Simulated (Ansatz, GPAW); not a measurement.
# 1,4-phenylene between two Pt chains: relaxation, then transmission at several levels, part 2 of 3

How well does 1,4-phenylene between two Pt chains conduct once its atoms have relaxed, and how much do cheaper levels lose?

GPAW 26.7.0 and Ansatz 0.2.0; Ansatz plane waves; relaxation of the junction with the lead ends held; PAW set soft_1 (the session's first sound run).

So far, transmission at the Fermi level (one spin): step 3 (plane waves, PBE) 1.19. Also conductance of the perfect lead (G₀): step 3 4.00.

### Step 4. Double-zeta polarised basis

Localised orbitals split the wire into layers that couple to their neighbours alone, which is what the Green's function method needs; double zeta with polarisation is the usual level for numbers.

This step: GPAW LCAO, PAW setups; Landauer transmission from Green's functions with principal layers (ASE), zero bias (GPAW 26.7.0).

Input file run.py:

```python
import json
import numpy as np
from ase import Atoms
from ase.transport.calculators import TransportCalculator
from gpaw import GPAW, FermiDirac
from gpaw.lcao.tools import get_lcao_hamiltonian
from scipy.linalg import eigh

# The junction with lead layers at both ends, along the third cell vector
device = Atoms(
    ['Pt', 'Pt', 'Pt', 'Pt', 'Pt', 'Pt', 'Pt', 'Pt', 'C', 'H', 'H', 'C', 'C', 'C', 'C', 'H', 'H', 'C', 'Pt', 'Pt', 'Pt', 'Pt', 'Pt', 'Pt', 'Pt', 'Pt'],
    positions=[
        [5.39909, 4.50000, 1.20000],
        [5.39909, 4.50000, 3.60000],
        [5.39909, 4.50000, 6.00000],
        [5.39909, 4.50000, 8.40000],
        [5.39909, 4.50000, 10.80000],
        [5.39909, 4.50000, 13.20000],
        [4.89612, 4.47790, 15.64571],
        [5.75000, 4.48605, 18.01873],
        [5.38630, 4.48479, 19.98736],
        [7.56604, 4.54538, 20.25458],
        [3.22314, 4.42531, 20.23740],
        [6.59284, 4.51766, 20.75098],
        [4.18514, 4.45185, 20.75076],
        [6.59174, 4.51473, 22.15589],
        [4.18355, 4.44965, 22.15374],
        [7.56285, 4.53900, 22.65610],
        [3.22148, 4.42255, 22.66668],
        [5.38430, 4.48137, 22.91764],
        [5.74919, 4.50396, 24.88583],
        [4.89726, 4.47609, 27.26208],
        [5.39909, 4.50000, 29.70965],
        [5.39909, 4.50000, 32.10965],
        [5.39909, 4.50000, 34.50965],
        [5.39909, 4.50000, 36.90965],
        [5.39909, 4.50000, 39.30965],
        [5.39909, 4.50000, 41.70965]],
    cell=[[10.79818, 0.0, 0.0], [0.0, 9.0, 0.0], [0.0, 0.0, 42.90965]],
    pbc=True)

# One principal layer of the lead: the first 5 atoms of the device
lead = Atoms(
    ['Pt', 'Pt', 'Pt', 'Pt', 'Pt'],
    positions=[
        [5.39909, 4.50000, 1.20000],
        [5.39909, 4.50000, 3.60000],
        [5.39909, 4.50000, 6.00000],
        [5.39909, 4.50000, 8.40000],
        [5.39909, 4.50000, 10.80000]],
    cell=[[10.79818, 0.0, 0.0], [0.0, 9.0, 0.0], [0.0, 0.0, 12.0]],
    pbc=True)

settings = dict(mode='lcao', basis='dzp', xc='PBE', h=0.2,
                occupations=FermiDirac(0.1), maxiter=250,
                mixer=dict(beta=0.1, nmaxold=8, weight=100.0),
                convergence=dict(density=0.0001))
energies = np.arange(-2, 2 + 1e-9, 0.025)
eta = 0.0001
n1, n2 = 1, 1
# k and -k transmit alike, so half of the mesh across the current serves
mesh = [(i, j) for i in range(n1) for j in range(n2) if (i, j) <= (-i % n1, -j % n2)]
weights = np.array([1 if (i, j) == (-i % n1, -j % n2) else 2 for i, j in mesh]) / (n1 * n2)

# [... helper functions left out ...]
fermi_lead = ground_state(lead, (1, 1, 10), 'lead.txt')
fermi_device = ground_state(device, (1, 1, 2), 'device.txt')
# [... loop over the mesh left out, but for ...]
        # Shift the lead onto the potential of the device's first layer
        shift = ((H[:, 0, 0] - H0[:, 0, 0]) / S0[0, 0]).real.mean()
# [...]
kT = 8.617333e-5 * 300
bias = [0.1, 0.2, 0.5, 1.0, 1.5, 2.0]
# [... integrals and printing left out ...]
```

Started as:

```bash
$ OMP_NUM_THREADS=1 OPENBLAS_NUM_THREADS=1 python run.py
```

Elapsed: 6.9 min, on 1 thread of Arm Neoverse V1, shared host; peak memory 1.8 GiB.

This step gave:

| Property | Result |
| --- | --- |
| conductance | 1.170 G₀ |
| thermopower | -4.115 μV/K |
| largest coupling past the next principal layer | 8.09e-6 eV |
| largest misfit of the first principal layer | 0.1979 eV |
| shift that aligns the lead | 0.001365 eV |
| basis functions of the junction | 530 |
| basis functions of a principal layer | 135 |
| transmission at the Fermi level (one spin) | 1.206 |

One spin. Transmission, zone mean against energy, zero at the Fermi level:

energy (eV), transmission, zone mean and a bar:
```
   -2.000       1.06 #########################
   -1.900       1.07 ##########################
   -1.800       1.09 ##########################
   -1.700       1.10 ##########################
   -1.600       1.13 ###########################
   -1.500       1.16 ############################
   -1.475       1.17 ############################
   -1.400       1.06 #########################
   -1.300       1.15 ###########################
   -1.200       1.17 ############################
   -1.100       1.20 #############################
   -1.000       1.23 ##############################
   -0.925       1.25 ##############################
   -0.900       1.24 ##############################
   -0.800       1.10 ##########################
   -0.700       0.98 #######################
   -0.600       1.22 #############################
   -0.500       1.08 ##########################
   -0.450       1.18 ############################
   -0.400       1.11 ##########################
   -0.300       1.09 ##########################
   -0.200       0.77 ##################
   -0.100       1.00 ########################
    0.000       1.21 #############################
    0.025       1.22 #############################
    0.100       1.10 ##########################
    0.200       0.71 #################
    0.300       0.41 ##########
    0.400       0.29 #######
    0.500       0.22 #####
    0.600       0.17 ####
    0.700       0.13 ###
    0.800       0.09 ##
    0.900       0.07 #
    1.000       0.06 #
    1.100       0.05 #
    1.200       0.04 #
    1.300       0.04 
    1.400       0.04 
    1.500       0.03 
    1.600       0.03 
    1.700       0.03 
    1.800       0.02 
    1.900       0.02 
    2.000       0.02
```

Not self-consistent under bias; the bias window is split evenly. Table of current through one cell, from the zero-bias transmission by bias:

| bias (V) | current through one cell, from the zero-bias transmission (μA) |
| --- | --- |
| 0.100 | 8.97 |
| 0.200 | 17.4 |
| 0.500 | 37.0 |
| 1.000 | 64.2 |
| 1.500 | 88.5 |
| 2.000 | 113 |

Table of transmission of the three most open eigenchannels by energy, zero at the Fermi level:

| energy (eV) | channel 1 | channel 2 | channel 3 |
| --- | --- | --- | --- |
| -2.000 | 0.996 | 0.0610 | 1.1e-6 |
| -1.800 | 0.996 | 0.0907 | 6.6e-5 |
| -1.600 | 0.986 | 0.140 | 2.1e-4 |
| -1.400 | 0.886 | 0.178 | 3.9e-4 |
| -1.200 | 0.981 | 0.187 | 5.7e-4 |
| -1.000 | 0.970 | 0.262 | 6.9e-4 |
| -0.800 | 0.847 | 0.241 | 0.00813 |
| -0.600 | 0.992 | 0.152 | 0.0431 |
| -0.400 | 0.959 | 0.136 | 0.00864 |
| -0.200 | 0.570 | 0.196 | 0.00167 |
| 0.000 | 0.970 | 0.235 | 4.8e-4 |
| 0.200 | 0.520 | 0.186 | 1.0e-4 |
| 0.400 | 0.183 | 0.108 | 9.5e-6 |
| 0.600 | 0.154 | 0.0177 | 3.1e-6 |
| 0.800 | 0.0865 | 7.3e-10 | 9.1e-12 |
| 1.000 | 0.0598 | 7.3e-10 | 0 |
| 1.200 | 0.0449 | 7.4e-10 | 0 |
| 1.400 | 0.0353 | 7.4e-10 | 0 |
| 1.600 | 0.0287 | 7.4e-10 | 0 |
| 1.800 | 0.0239 | 7.4e-10 | 0 |
| 2.000 | 0.0203 | 7.3e-10 | 0 |

At the Fermi level T is 1.21 against 1.19 in plane waves. Couplings past the next layer reach 8.1e-6 eV, small enough to drop; the matrix elements of the cell's first layer differ from the bulk lead's by up to 0.20 eV. That layer keeps its own values in the calculation, and only beyond it is the lead taken as perfect. The Fermi levels of lead and junction count from different zeros of potential, one for each periodic cell; with both set to zero, the small remaining shift is what aligns them. Without spin-orbit coupling, which is large for these atoms, channel counts and T are those of the scalar-relativistic bands. By hand: G = 1.170 × 77.48 μS = 90.6 μS, a resistance of 11.0 kΩ; at 0.1 V a linear junction would pass 9.06 μA, and the integral over the bias window gives 8.97 μA. Mott's formula, S = -(π²/3)(k_B²T/e) d ln T/dE, has the prefactor 7.33 μV/K·eV at 300 K; T = 1.167 at -0.025 eV and 1.223 at 0.025 eV give a slope of 0.934 per eV and S = -6.85 μV/K, beside -4.12 μV/K from the thermal integral, which interpolates the same grid.

### Step 5. Single-zeta polarised basis

The second zeta is dropped, the polarisation orbitals stay.

Changes to run.py since step 4:

```diff
@@ -53,3 +53,3 @@
 
-settings = dict(mode='lcao', basis='dzp', xc='PBE', h=0.2,
+settings = dict(mode='lcao', basis='szp(dzp)', xc='PBE', h=0.2,
                 occupations=FermiDirac(0.1), maxiter=250,
```

Elapsed: 3.8 min, on 1 thread; peak memory 1.7 GiB.

Numbers from this step:

```
conductance                                    : 1.134 G₀
thermopower                                    : 14.43 μV/K
largest coupling past the next principal layer : 8.13e-6 eV
largest misfit of the first principal layer    : 0.2120 eV
shift that aligns the lead                     : -6.72e-4 eV
basis functions of the junction                : 310
basis functions of a principal layer           : 75
transmission at the Fermi level (one spin)     : 1.184
```

One spin. Table of transmission, zone mean by energy, zero at the Fermi level:

| energy (eV) | transmission, zone mean |
| --- | --- |
| -2.000 | 1.03 |
| -1.800 | 1.05 |
| -1.600 | 0.978 |
| -1.400 | 1.07 |
| -1.200 | 1.11 |
| -1.000 | 1.14 |
| -0.800 | 0.994 |
| -0.600 | 1.15 |
| -0.475 | 1.16 |
| -0.400 | 1.01 |
| -0.200 | 0.790 |
| -0.050 | 1.26 |
| 0.000 | 1.18 |
| 0.200 | 0.444 |
| 0.400 | 0.216 |
| 0.600 | 0.125 |
| 0.800 | 0.0637 |
| 1.000 | 0.0442 |
| 1.200 | 0.0329 |
| 1.400 | 0.0256 |
| 1.600 | 0.0206 |
| 1.800 | 0.0170 |
| 2.000 | 0.0143 |

The conductance, 1.13 G₀, lies 3.0 % below that of the dzp run.

### Step 6. Minimal basis

One function for each valence shell of the setup, as for a first survey of a large system.

Changes to run.py since step 5:

```diff
@@ -53,3 +53,3 @@
 
-settings = dict(mode='lcao', basis='szp(dzp)', xc='PBE', h=0.2,
+settings = dict(mode='lcao', basis='sz(dzp)', xc='PBE', h=0.2,
                 occupations=FermiDirac(0.1), maxiter=250,
```

Run time: 3.4 min. Hardware: 1 thread; peak memory 1.6 GiB.

Numbers from this step:

```yaml
conductance: 1.014 G₀
thermopower: 23.99 μV/K
largest_coupling_past_the_next_principal_layer: 8.11e-6 eV
largest_misfit_of_the_first_principal_layer: 0.08105 eV
shift_that_aligns_the_lead: 0.003202 eV
basis_functions_of_the_junction: 220
basis_functions_of_a_principal_layer: 60
transmission_at_the_fermi_level_one_spin: 1.043
```

One spin. The transmission, zone mean by energy, zero at the Fermi level:

energy (eV), transmission, zone mean and a bar:
```
   -2.000       1.03 #########################
   -1.900       0.07 #
   -1.800       0.93 ######################
   -1.700       0.95 #######################
   -1.600       0.96 #######################
   -1.500       0.99 ########################
   -1.400       0.99 ########################
   -1.300       1.00 ########################
   -1.200       1.04 #########################
   -1.150       1.04 #########################
   -1.100       1.04 #########################
   -1.000       1.03 #########################
   -0.900       0.97 #######################
   -0.800       0.84 ####################
   -0.700       0.74 ##################
   -0.600       1.06 #########################
   -0.500       1.13 ###########################
   -0.475       1.14 ############################
   -0.400       1.02 #########################
   -0.300       1.03 #########################
   -0.200       0.78 ###################
   -0.100       1.21 #############################
   -0.075       1.24 ##############################
    0.000       1.04 #########################
    0.100       0.61 ##############
    0.200       0.35 ########
    0.300       0.24 #####
    0.400       0.19 ####
    0.500       0.15 ###
    0.600       0.11 ##
    0.700       0.08 #
    0.800       0.06 #
    0.900       0.05 #
    1.000       0.04 #
    1.100       0.04 #
    1.200       0.03 
    1.300       0.03 
    1.400       0.03 
    1.500       0.02 
    1.600       0.02 
    1.700       0.02 
    1.800       0.02 
    1.900       0.02 
    2.000       0.02
```

The conductance, 1.01 G₀, lies 13 % below that of the dzp run.

### Step 7. RPBE in the dzp basis: xc = "RPBE"

Back in the dzp basis, the functional changes from PBE to RPBE, to set the spread between functionals beside that between bases.

Changes to run.py since step 6:

```diff
@@ -53,3 +53,3 @@
 
-settings = dict(mode='lcao', basis='sz(dzp)', xc='PBE', h=0.2,
+settings = dict(mode='lcao', basis='dzp', xc='RPBE', h=0.2,
                 occupations=FermiDirac(0.1), maxiter=250,
```

Elapsed: 6.7 min, on 1 thread; peak memory 1.8 GiB.

Numbers from this step:

* conductance: 1.175 G₀
* thermopower: -3.011 μV/K
* largest coupling past the next principal layer: 8.00e-6 eV
* largest misfit of the first principal layer: 0.1945 eV
* shift that aligns the lead: 0.001333 eV
* basis functions of the junction: 530
* basis functions of a principal layer: 135
* transmission at the Fermi level (one spin): 1.212

One spin. Table of transmission, zone mean by energy, zero at the Fermi level:

energy (eV), transmission, zone mean and a bar:
```
   -2.000       1.06 #########################
   -1.900       1.07 ##########################
   -1.800       1.08 ##########################
   -1.700       1.10 ##########################
   -1.600       1.12 ###########################
   -1.500       1.16 ############################
   -1.475       1.16 ############################
   -1.400       1.08 ##########################
   -1.300       1.14 ###########################
   -1.200       1.16 ############################
   -1.100       1.19 #############################
   -1.000       1.23 ##############################
   -0.950       1.25 ##############################
   -0.900       1.23 ##############################
   -0.800       1.10 ##########################
   -0.700       0.99 ########################
   -0.600       1.21 #############################
   -0.500       1.12 ###########################
   -0.400       1.08 ##########################
   -0.300       1.07 ##########################
   -0.200       0.79 ###################
   -0.100       1.02 ########################
    0.000       1.21 #############################
    0.025       1.22 #############################
    0.100       1.09 ##########################
    0.200       0.70 #################
    0.300       0.41 ##########
    0.400       0.29 #######
    0.500       0.22 #####
    0.600       0.17 ####
    0.700       0.13 ###
    0.800       0.09 ##
    0.900       0.07 #
    1.000       0.06 #
    1.100       0.05 #
    1.200       0.04 #
    1.300       0.04 
    1.400       0.04 
    1.500       0.03 
    1.600       0.03 
    1.700       0.03 
    1.800       0.02 
    1.900       0.02 
    2.000       0.02
```

The conductance, 1.18 G₀, lies 0.5 % above that of the dzp run.

(Continued in part 3 of 3.)

[Logs are printed without paths, hosts, clocks, repeated set-up lines and the standing remarks that a program may print on its own settings, such as how far it seeks lower states.]

[Hosts, paths, dates, database ids (printed as entryN), source tags and the programs' standing remarks are cut or masked in the printed files.]
